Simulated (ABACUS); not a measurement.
InPd in ABACUS: the effect of pseudo set

InPd:

```
In Pd
1.0
     3.20509    0.00000    0.00000
     0.00000    3.20509    0.00000
     0.00000    0.00000    3.20509
In Pd
1 1
Cartesian
  0.0000 0.0000 0.0000
  1.6025 1.6025 1.6025
```

The cell comes from a database or a generator and needn't be the stable form of this composition.

The cell isn't the ideal one: volume scaled by 0.94.

Alike in all runs:

* Program: ABACUS 3.10.1
* Task: equation of state
* Functional: PBE
* Basis: plane waves
* k mesh: 6 × 6 × 6
* Occupations: fermi-dirac, width 0.05 eV
* Spin: no spin polarisation

```csv
pseudo set,cutoff,pressure (GPa)
Ansatz NC PBE,1116 eV,13.7
GBRV ultrasoft 1.5 PBE,544 eV,?
PseudoDojo NC SR 0.4.1 PBE standard,1116 eV,13.7
PseudoDojo NC SR 0.5 PBE stringent,1116 eV,13.7
SG15 ONCV 1.2 PBE,1116 eV,13.9
SPMS ONCV 1.0 PBE,1116 eV,14.3
```

Question: What does the run with pseudo set GBRV ultrasoft 1.5 PBE give?

Answer: Pressure 12.3 GPa.

Caveats: this set's palladium file may shift the pressure by some GPa (some runs).

The runs don't all hold the same shells in valence.
